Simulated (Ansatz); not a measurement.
**PbO: a single-point run**

The task is a single-point run on PbO. The structure is shown as the input types it. The cell is built on a prototype (rocksalt) and needn't be the phase found in nature.

Computed with Ansatz 0.2.0 (density functional or hybrid calculation with the settings of its input, plane waves (as first typed), unless a step's input says otherwise).

2 further runs of the same task are left out: 1 for a known fault of the program, 1 that didn't finish.

## (1) The starting structure

It takes space group Fm-3m (No. 225, cubic). Conventional cell: a = 5.213 Å, b = 5.213 Å, c = 5.213 Å, α = 90.00°, β = 90.00°, γ = 90.00°. Pb (site symmetry m-3m) has 6 O at 2.61 Å as nearest neighbours. O (site symmetry m-3m) has 6 Pb at 2.61 Å as nearest neighbours.

Coordinates:

```xyz
2
Lattice="0.0000 2.6065 2.6065 2.6065 0.0000 2.6065 2.6065 2.6065 0.0000" Properties=species:S:1:pos:R:3 pbc="T T T"
Pb    0.0000    0.0000    0.0000
O     2.6065    2.6065    2.6065
```

## (2) The run

Contents of input.yaml:

```yaml
crystal:
  lattice:
    - [0.0, 2.6065174968, 2.6065174968]
    - [2.6065174968, 0.0, 2.6065174968]
    - [2.6065174968, 2.6065174968, 0.0]
  atoms:
    - { symbol: Pb, position: [0.0, 0.0, 0.0] }
    - { symbol: O, position: [0.5, 0.5, 0.5] }
kpoints:
  mp_grid: { grid: [2, 4, 6] }
hamiltonian:
  xc: pbesol
scf:
  occupations: { method: fixed }
  n_extra_bands: 4
output:
  forces: true
  stress: true
  eigenvalues: true
```

Run with:

```sh
> ansatz run input.yaml --threads 4 --pin off --max-ram 3686MiB --backend cpu --events-out ev --progress --plain --runs-dir out
```

What happens when this is run?

The program finished normally, with warnings (symmetry narrowed by mesh). Its log warns: «crystal.symmetry: narrowed to the stabiliser of the k-point mesh — unitary ops 48 → 4; excluded 44 operations that carry a point of the 2×4×6 mesh (shift [0, 0 ...»

In the input, kpoints.mp_grid.grid is [2, 4, 6]. The mesh has lower symmetry than the crystal, so equivalent directions are sampled differently.

The test: set kpoints.mp_grid.grid to [6, 6, 6].
